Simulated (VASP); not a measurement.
N, 4 atoms in the cell. The typed cell holds 4 atoms: a = 4.084 Å, b = 4.084 Å, c = 5.346 Å, α = 90.00°, β = 90.00°, γ = 90.00°.  The cell isn't the ideal one: atoms moved at random, drawn with an rms of 0.05 Å.

| Quantity | Value |
| --- | --- |
| Program | VASP 6.6.1 |
| Task | single point |
| Functional | r2SCAN-EpsX |
| Potentials or basis | VASP PAW PBE potentials, release 64 (N) |
| Cutoff | 500 eV |
| k mesh | 5 × 5 × 3 |
| Occupations | gaussian, width 0.05 eV |
| Spin | no spin polarisation |
| Grid for exact exchange (PRECFOCK) | Fast |
| Exchange at q = 0 | default |
| Share of exact exchange | 0.6203 |
| Further INCAR settings | ALGO = Normal; EDIFF = 1e-06 |

Potentials or basis: VASP PAW PBE potentials, release 64 (N).

The run is started by

```bash
$ cat potpaw_PBE.64/N/POTCAR > POTCAR
$ cp INCAR.step1 INCAR
$ cp KPOINTS.step1 KPOINTS
$ mpirun -np 1 vasp_std > vasp.out
$ cp INCAR.step2 INCAR
$ cp KPOINTS.step2 KPOINTS
$ mpirun -np 1 vasp_std > vasp.out
$ cp INCAR.step3 INCAR
$ cp KPOINTS.step3 KPOINTS
$ mpirun -np 1 vasp_std > vasp.out
```

Hardware: 1 thread of Intel(R) Xeon(R) 6975P-C (Granite Rapids) (shared host).

Problem. Estimate the wall time of this run.

Solution. Run time: 11 min on 1 thread of Intel(R) Xeon(R) 6975P-C (Granite Rapids), on a shared host, peak memory 0.47 GiB. Counts: scf iterations 10, k points 38.
